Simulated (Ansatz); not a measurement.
**Calculated field gradients at the nuclei for Hf3N4**

The cell is a structure deposited in the COD.

```cif
data_structure
_symmetry_space_group_name_H-M 'P 1'
_symmetry_Int_Tables_number 1
_cell_length_a 5.8032
_cell_length_b 5.8032
_cell_length_c 5.8032
_cell_angle_alpha 109.471
_cell_angle_beta 109.471
_cell_angle_gamma 109.471
_cell_volume 150.45
loop_
_atom_site_label
_atom_site_type_symbol
_atom_site_fract_x
_atom_site_fract_y
_atom_site_fract_z
_atom_site_occupancy
Hf1 Hf 0.25000 0.62500 0.37500 1
Hf2 Hf 0.37500 0.25000 0.62500 1
Hf3 Hf 0.75000 0.87500 0.12500 1
Hf4 Hf 0.12500 0.75000 0.87500 1
Hf5 Hf 0.62500 0.37500 0.25000 1
Hf6 Hf 0.87500 0.12500 0.75000 1
N7 N 0.12600 0.12600 0.12600 1
N8 N 0.87400 0.50000 0.00000 1
N9 N 0.50000 0.00000 0.37400 1
N10 N 0.00000 0.87400 0.50000 1
N11 N 0.37400 0.50000 0.00000 1
N12 N 0.62600 0.62600 0.62600 1
N13 N 0.00000 0.37400 0.50000 1
N14 N 0.50000 0.00000 0.87400 1
```

Sites (sets of like atoms) are named by element and the number of their first atom in this list.

The numbers come from a DFT calculation in Ansatz (PBE, plane waves and PAW (field gradients read without the response of the frozen cores, which leaves them typically 4 to 6 % off), scalar-relativistic, 420 eV cutoff, Γ-centred 6×6×6 k-points, Fermi–Dirac smearing 0.02 eV).

Conventions: |V_zz| ≥ |V_yy| ≥ |V_xx|, η = (V_xx − V_yy)/V_zz, C_Q = eQV_zz/h.

Hf-177: I = 7/2, Q = 3365 mb; 14N: I = 1, Q = 20.44 mb. Nuclear quadrupole moments: year-2017 set (Pyykkö).

**Question.** What field gradients does the calculation give at each kind of site?

**Answer.** 

```csv
site,atoms (order as listed),first shell,V_zz (10²¹ V/m²),η,C_Q (MHz)
Hf,"1, 2, 3, 4, 5, 6",8 N at 2.18–2.47 Å,33.1,0.00,2695
N,"7, 8, 9, 10, 11, 12, …",6 Hf at 2.18–2.47 Å,1.04,0.00,0.512
```

An axis of threefold or higher order runs through Hf and N, so V_zz lies along it and η is zero.

The calculated pressure of 7 GPa (PBE) comes partly from the unrelaxed atoms: it is 3.4 GPa once they are relaxed in the same cell. The largest force is 0.3 eV/Å, so the atoms aren't at the calculated equilibrium and relaxing them would move these values. Without spin–orbit coupling the gradients at and beside Hf can be off by some per cent, at some sites by more.

Hardware: 1 thread of Intel Xeon Platinum 8375C CPU @ 2.90GHz (Ice Lake) (x86_64; 16 cores open to the job, memory cap 3.0 GiB, no GPU), a shared host with a load of 0.5 a core. Wall time 28 s, CPU time 28 s, peak memory 0.58 GiB.
